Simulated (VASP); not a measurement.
Ga:

```
CELL_PARAMETERS angstrom
1.45000 -4.06500 0.00000
1.45000 4.06500 0.00000
0.00000 0.00000 3.17000
ATOMIC_POSITIONS crystal
Ga 0.86700 0.13300 0.25000
Ga 0.13300 0.86700 0.75000
```

This isn't the form of Ga at room conditions, which is orthorhombic.

| Item | Value |
| --- | --- |
| Program | VASP 6.6.1 |
| Task | relaxation of cell and atoms |
| Functional | PBE |
| Potentials or basis | VASP PAW PBE potentials, release 64 (Ga_d) |
| Cutoff | 520 eV |
| k mesh | 16 × 16 × 14 |
| Occupations | gaussian, width 0.1 eV |
| Spin | no spin polarisation |

At the start: pressure 1.6 GPa; volume 18.68 Å³/atom.

Question: How do energy, volume and symmetry change on relaxing?

Answer: Over 19 steps the energy falls by 14.8 meV/atom and the volume is 19.19 Å³/atom (+2.7 %); space group Cmcm (No. 63, to 0.05 Å).

Step by step:
```tsv
step	energy change (eV)	largest force (eV/Å)	pressure (GPa)	volume (Å³)
1	0.0000	0.1989	1.65	37.37
2	-0.0137	0.0678	0.18	38.42
3	-0.0156	0.0206	-0.32	38.85
4	-0.0158	0.0030	-0.45	39.02
5	-0.0192	0.0359	-0.25	38.85
6	-0.0252	0.1365	0.10	38.33
7	-0.0276	0.0686	0.23	38.26
8	-0.0277	0.0580	0.04	38.24
9	-0.0293	0.0045	0.10	38.28
10	-0.0293	0.0142	0.13	38.28
11	-0.0293	0.0308	0.14	38.29
12	-0.0293	0.0183	0.08	38.28
13	-0.0295	0.0137	-0.01	38.38
14	-0.0295	0.0121	0.00	38.41
15	-0.0295	0.0088	-0.14	38.49
16	-0.0295	0.0109	-0.17	38.45
17	-0.0295	0.0116	-0.11	38.43
18	-0.0296	0.0014	0.10	38.35
19	-0.0296	0.0021	0.05	38.37
```

Final structure:
```
Ga
1.0
     1.40331   -4.04314    0.00000
     1.40331    4.04314    0.00000
     0.00000    0.00000    3.38158
Ga
2
Direct
  0.86601 0.13399 0.25000
  0.13399 0.86601 0.75000
```
